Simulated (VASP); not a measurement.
# CoH (Fm-3m) in VASP: a series of runs

One crystal, CoH, is run at these levels: LDA; tasks: single point.

Program: VASP 6.6.1. These are calculated values, not measurements. Logs are shortened: lines on timing, memory, paths and dates and some standing lists are left out, and cuts for length are marked.

### 1 The crystal as given

It takes space group Fm-3m (No. 225, cubic). The conventional cell has a = 3.686 Å, b = 3.686 Å, c = 3.686 Å, α = 90.00°, β = 90.00°, γ = 90.00°. Around Co (site symmetry m-3m) lie 6 H at 1.84 Å. H (site symmetry m-3m) has 6 Co at 1.84 Å as nearest neighbours.

The cell comes from a database or a generator and needn't be the stable form of this composition.

### 2 Single point, LDA, collinear spin, ferromagnetic start

The input, INCAR:

```
  PREC = Accurate
  ENCUT = 460
  EDIFF = 1E-6
  ISMEAR = 0
  SIGMA = 0.05
  LREAL = False
  LASPH = False
  NELM = 100
  ALGO = Normal
  ISIF = 2
  LWAVE = False
  LCHARG = False
  ISPIN = 2
  MAGMOM = 2 0
  LORBIT = 11
  LMAXMIX = 4
  GGA = CA
  ADDGRID = False
```

The input, KPOINTS:

```
Automatic mesh
0
Gamma
  5 5 5
```

The input, POSCAR:

```
CoH
1.0
    0.0000000000      1.8429617100      1.8429617100
    1.8429617100      0.0000000000      1.8429617100
    1.8429617100      1.8429617100      0.0000000000
Co H
1 1
Direct
    0.0000000000      0.0000000000      0.0000000000
    0.5000000000      0.5000000000      0.5000000000
```

Potentials or basis: VASP PAW LDA potentials, release 64 (Co, H_s).

The run is started by

```
cat potpaw_LDA.64/Co/POTCAR potpaw_LDA.64/H_s/POTCAR > POTCAR
mpirun -np 1 vasp_std > vasp.out
```

OUTCAR:

```text
PREC = Accurate
   ENCUT = 460
   EDIFF = 1E-6
   ISMEAR = 0
   LREAL = False
   LASPH = False
   NELM = 100
   ISIF = 2
   ISPIN = 2
   LORBIT = 11
   GGA = CA

 Found     10 irreducible k-points:

 Following reciprocal coordinates:
            Coordinates               Weight
  0.000000  0.000000  0.000000      1.000000
  0.200000  0.000000  0.000000      8.000000
  0.400000  0.000000  0.000000      8.000000
  0.200000  0.200000  0.000000      6.000000
  0.400000  0.200000  0.000000     24.000000
 -0.400000  0.200000  0.000000     24.000000
   k-points           NKPTS =     10   k-points in BZ     NKDIM =     10   number of bands    NBANDS=     10
   number of dos      NEDOS =    301   number of ions     NIONS =      2
   total plane-waves  NPLWV =   5832
   dimension x,y,z NGX =    18 NGY =   18 NGZ =   18
   dimension x,y,z NGXF=    36 NGYF=   36 NGZF=   36
   ions per type =               1   1
   NGX,Y,Z   is equivalent  to a cutoff of  11.48, 11.48, 11.48 a.u.
   NGXF,Y,Z  is equivalent  to a cutoff of  22.96, 22.96, 22.96 a.u.
 SYSTEM =  unknown system
   PREC   = accura    normal or accurate (medium, high low for compatibility)
   ISTART =      0    job   : 0-new  1-cont  2-samecut
   ICHARG =      2    charge: 1-file 2-atom 10-const
   ISPIN  =      2    spin polarized calculation?
   LNONCOLLINEAR =      F non collinear calculations
   LSORBIT =      F    spin-orbit coupling
   LASPH  =      F    aspherical Exc in radial PAW
   ENCUT  =  460.0 eV  33.81 Ry    5.81 a.u.   4.56  4.56  4.56*2*pi/ulx,y,z
   NELM   =    100;   NELMIN=  2; NELMDL= -5     # of ELM steps
   EDIFF  = 0.1E-05   stopping-criterion for ELM
[... 18 lines left out ...]
     AMIX     =   0.40;   BMIX     =  1.00
     AMIX_MAG =   1.60;   BMIX_MAG =  1.00
  volume/ion in A,a.u.               =       6.26        42.24
  Fermi-wavevector in a.u.,A,eV,Ry     =   1.518968  2.870433 31.392214  2.307263
  Thomas-Fermi vector in A             =   2.628017
   LORBIT       =     11    0 simple, 1 ext, 2 COOP (PROOUT), +10 PAW based schemes
   GGA     = CA    functional components
[... 5 lines left out ...]
 spin polarized calculation
 Gauss-broadening in eV      SIGMA  =   0.05
  energy-cutoff  :      460.00
  volume of cell :       12.52
 maximum number of plane-waves:       291
 NGX is ok and might be reduce to    18
   NGX =  9   NGY =  9   NGZ =  9

 number of electron      10.0000000 magnetization       2.0000000

 number of electron       9.9999992 magnetization       1.0400693

 Free energy of the ion-electron system (eV)
  ---------------------------------------------------
  ext. energy  EPLUGINS =         0.00000000
  ---------------------------------------------------
  free energy    TOTEN  =       -11.79011003 eV

  energy without entropy =      -11.78339095  energy(sigma->0) =      -11.78675049

 E-fermi :  10.1381     XC(G=0): -13.7050

 val. band max:       10.1054861194   @ k =   0.4000   0.4000   0.0000
 cond. band min:      10.1547952847   @ k =   0.4000   0.2000   0.0000
 fundamental gap:      0.0493091653
 Fermi energy:        10.1380895272

 spin component 1

 k-point     1 :       0.0000    0.0000    0.0000
  band No.  band energies     occupation
      1      -2.4256      1.00000
      2       7.4546      1.00000
      3       7.4546      1.00000
      4       7.4546      1.00000
      5       8.5236      1.00000
      6       8.5236      1.00000
      7      25.0920      0.00000
      8      30.6327      0.00000
      9      31.1435      0.00000
     10      31.1435      0.00000

 k-point     2 :       0.2000    0.0000    0.0000
  band No.  band energies     occupation
      1      -1.1221      1.00000
      2       7.0169      1.00000
      3       7.6306      1.00000
      4       7.6306      1.00000
      5       8.4828      1.00000
      6       8.4828      1.00000
      7      20.2576      0.00000
      8      26.7493      0.00000
      9      30.6602      0.00000
     10      30.6602      0.00000

 k-point     3 :       0.4000    0.0000    0.0000
  band No.  band energies     occupation
      1       2.1976      1.00000
      2       5.6316      1.00000
      3       7.3473      1.00000
      4       7.3473      1.00000
      5       9.0950      1.00000
      6       9.0950      1.00000
      7      14.8938      0.00000
      8      23.1803      0.00000
      9      30.6375      0.00000
     10      30.6375      0.00000

 k-point     4 :       0.2000    0.2000    0.0000
  band No.  band energies     occupation
      1      -0.7802      1.00000
      2       6.8072      1.00000
      3       7.8184      1.00000
      4       7.9833      1.00000
      5       7.9833      1.00000
      6       8.7652      1.00000
      7      20.9550      0.00000
      8      26.4865      0.00000
      9      26.4865      0.00000
     10      28.5739      0.00000

 k-point     5 :       0.4000    0.2000    0.0000
  band No.  band energies     occupation
      1       1.4837      1.00000
      2       6.1962      1.00000
      3       7.1633      1.00000
      4       8.0330      1.00000
      5       9.1742      1.00000
      6       9.2037      1.00000
      7      16.7477      0.00000
      8      21.8545      0.00000
      9      24.9934      0.00000
     10      28.1143      0.00000

 k-point     6 :      -0.4000    0.2000    0.0000
  band No.  band energies     occupation
      1       3.1305      1.00000
      2       5.4910      1.00000
      3       7.1089      1.00000
      4       7.7820      1.00000
      5       9.0614      1.00000
      6      10.2883      0.00001
      7      14.3983      0.00000
      8      19.7211      0.00000
      9      26.5238      0.00000
     10      26.8131      0.00000

 [... further k-points ...]

 spin component 2

 k-point     1 :       0.0000    0.0000    0.0000
  band No.  band energies     occupation
      1      -2.3696      1.00000
      2       8.4727      1.00000
      3       8.4727      1.00000
      4       8.4727      1.00000
      5       9.4235      1.00000
      6       9.4235      1.00000
      7      25.0906      0.00000
      8      30.6469      0.00000
      9      31.2166      0.00000
     10      31.2166      0.00000

 k-point     2 :       0.2000    0.0000    0.0000
  band No.  band energies     occupation
      1      -1.0667      1.00000
      2       7.9476      1.00000
      3       8.6152      1.00000
      4       8.6152      1.00000
      5       9.4167      1.00000
      6       9.4167      1.00000
      7      20.3953      0.00000
      8      26.9525      0.00000
      9      30.8582      0.00000
     10      30.8582      0.00000

 k-point     3 :       0.4000    0.0000    0.0000
  band No.  band energies     occupation
      1       2.2677      1.00000
      2       6.2313      1.00000
      3       8.2238      1.00000
      4       8.2238      1.00000
      5      10.1592      0.27566
      6      10.1592      0.27566
      7      15.4947      0.00000
      8      23.2410      0.00000
      9      30.8818      0.00000
     10      30.8818      0.00000

 k-point     4 :       0.2000    0.2000    0.0000
  band No.  band energies     occupation
      1      -0.7211      1.00000
      2       7.7528      1.00000
      3       8.6201      1.00000
      4       9.0260      1.00000
      5       9.0260      1.00000
      6       9.6786      1.00000
      7      21.0476      0.00000
      8      26.7152      0.00000
      9      26.7152      0.00000
     10      28.8444      0.00000

 k-point     5 :       0.4000    0.2000    0.0000
  band No.  band energies     occupation
      1       1.5799      1.00000
      2       6.9896      1.00000
      3       7.9554      1.00000
      4       8.9704      1.00000
      5      10.1548      0.31828
      6      10.2553      0.00046
      7      17.1237      0.00000
      8      22.1167      0.00000
      9      25.2227      0.00000
     10      28.4060      0.00000

 k-point     6 :      -0.4000    0.2000    0.0000
  band No.  band energies     occupation
      1       3.2649      1.00000
      2       6.1217      1.00000
      3       7.9363      1.00000
      4       8.6496      1.00000
      5      10.1574      0.29203
      6      11.1849      0.00000
      7      15.0337      0.00000
      8      20.0134      0.00000
      9      26.7141      0.00000
     10      27.0552      0.00000

 [... further k-points ...]

------------------------ aborting loop because EDIFF is reached ----------------------------------------

  FORCE on cell =-STRESS in cart. coord.  units (eV):
  Direction    XX          YY          ZZ          XY          YZ          ZX
  --------------------------------------------------------------------------------------
  -------------------------------------------------------------------------------------
  Total       -1.0992679     -1.0992679     -1.0992679      0.0000000      0.0000000     -0.0000000
  in kB     -140.6809219   -140.6809219   -140.6809219      0.0000000      0.0000000     -0.0000000
  external PRESSURE =    -140.6809219 kB  Pullay stress =       0.0000000 kB

 VOLUME and BASIS-vectors are now :
 -----------------------------------------------------------------------------
  energy-cutoff  :      460.00
  volume of cell :       12.52
      direct lattice vectors                 reciprocal lattice vectors
     0.000000000  1.842961710  1.842961710    -0.271302435  0.271302435  0.271302435
     1.842961710  0.000000000  1.842961710     0.271302435 -0.271302435  0.271302435
     1.842961710  1.842961710  0.000000000     0.271302435  0.271302435 -0.271302435

 POSITION                                       TOTAL-FORCE (eV/Angst)
 -----------------------------------------------------------------------------------
      0.00000      0.00000      0.00000         0.000000      0.000000      0.000000
      1.84296      1.84296      1.84296         0.000000      0.000000      0.000000
 -----------------------------------------------------------------------------------
    total drift:                               -0.000000      0.000000      0.000000

  FREE ENERGIE OF THE ION-ELECTRON SYSTEM (eV)
  ---------------------------------------------------
  free  energy   TOTEN  =       -11.7901100272 eV

  energy  without entropy=      -11.7833909493  energy(sigma->0) =      -11.78675049

 total charge

# of ion       s       p       d       tot
------------------------------------------
    1        0.403   0.545   7.451   8.399
    2        0.677   0.093   0.000   0.770
--------------------------------------------------
tot          1.080   0.638   7.451   9.169

 magnetization (x)

# of ion       s       p       d       tot
------------------------------------------
    1       -0.006  -0.015   1.083   1.062
    2       -0.012  -0.006   0.000  -0.017
--------------------------------------------------
tot         -0.018  -0.020   1.083   1.044
```

It took 2.1 s on 1 thread of Intel Xeon 6975P-C (Granite Rapids), shared host; peak memory 0.11 GiB.

These settings aren't checked as converged: the numbers below hold their error.

Results:

- Free energy: -11.7901 eV
- Pressure: -14.1 GPa
- Band gap on the k mesh: none (metal or under the smearing width)
- Net moment: 1.04 μB per cell
- Site moments: Co +1.06; H -0.02 μB
- Valence electrons inside the program's atomic spheres: Co 8.40; H 0.77

Caveat: the k mesh is coarse (spacing up to 0.59 Å⁻¹), so the values aren't converged.

### 3 Single point, LDA, collinear spin, ferromagnetic start

The input, INCAR:

```
  PREC = Normal
  ENCUT = 460
  EDIFF = 1E-4
  ISMEAR = 0
  SIGMA = 0.05
  LREAL = Auto
  LASPH = True
  NELM = 100
  ALGO = Normal
  ISIF = 2
  LWAVE = False
  LCHARG = False
  ISPIN = 2
  MAGMOM = 2 0
  LORBIT = 11
  LMAXMIX = 4
  GGA = CA
  ADDGRID = False
```

KPOINTS is that of step 2.

POSCAR is that of step 2.

Potentials or basis: VASP PAW LDA potentials, release 64 (Co, H_s).

The run is started by

```
cat potpaw_LDA.64/Co/POTCAR potpaw_LDA.64/H_s/POTCAR > POTCAR
mpirun -np 1 vasp_std > vasp.out
```

Run time: 2 s. Hardware: 1 thread of Intel Xeon 6975P-C (Granite Rapids), shared host; peak memory 0.11 GiB.

These settings aren't checked as converged: the numbers below hold their error.

Results:

- Free energy: -11.7907 eV
- Pressure: -14.3 GPa
- Band gap on the k mesh: none (metal or under the smearing width)
- Net moment: 1.04 μB per cell
- Site moments: Co +1.06; H -0.02 μB
- Valence electrons inside the program's atomic spheres: Co 8.40; H 0.77

Caveat: the k mesh is coarse (spacing up to 0.59 Å⁻¹), so the values aren't converged.

### 4 Single point, LDA, collinear spin, ferromagnetic start

Edit INCAR of step 3 so:

```diff
@@ -1,7 +1,7 @@
-  PREC = Normal
-  ENCUT = 460
-  EDIFF = 1E-4
+  PREC = Accurate
+  ENCUT = 340
+  EDIFF = 1E-6
   ISMEAR = 0
   SIGMA = 0.05
-  LREAL = Auto
+  LREAL = False
   LASPH = True
```

The input, KPOINTS:

```
Automatic mesh
0
Gamma
  6 6 6
```

POSCAR is that of step 3.

The run is started by

```
cat potpaw_LDA.64/Co/POTCAR potpaw_LDA.64/H_s/POTCAR > POTCAR
mpirun -np 1 vasp_std > vasp.out
```

Run time: 1.8 s. Hardware: 1 thread of Intel Xeon 6975P-C (Granite Rapids), shared host; peak memory 0.11 GiB.

The run converged, but some of its settings lie outside the range that counts as converged, so its numbers aren't taken as properties of the crystal.

What came out:

- Free energy: -11.7757 eV
- Pressure: -13.7 GPa
- Band gap on the k mesh: none (metal or under the smearing width)
- Net moment: 1.08 μB per cell
- Site moments: Co +1.10; H -0.01 μB
- Valence electrons inside the program's atomic spheres: Co 8.39; H 0.77

Caveat: the k mesh is coarse (spacing up to 0.49 Å⁻¹), so the values aren't converged.

(Part 1 of 2 ends here.)
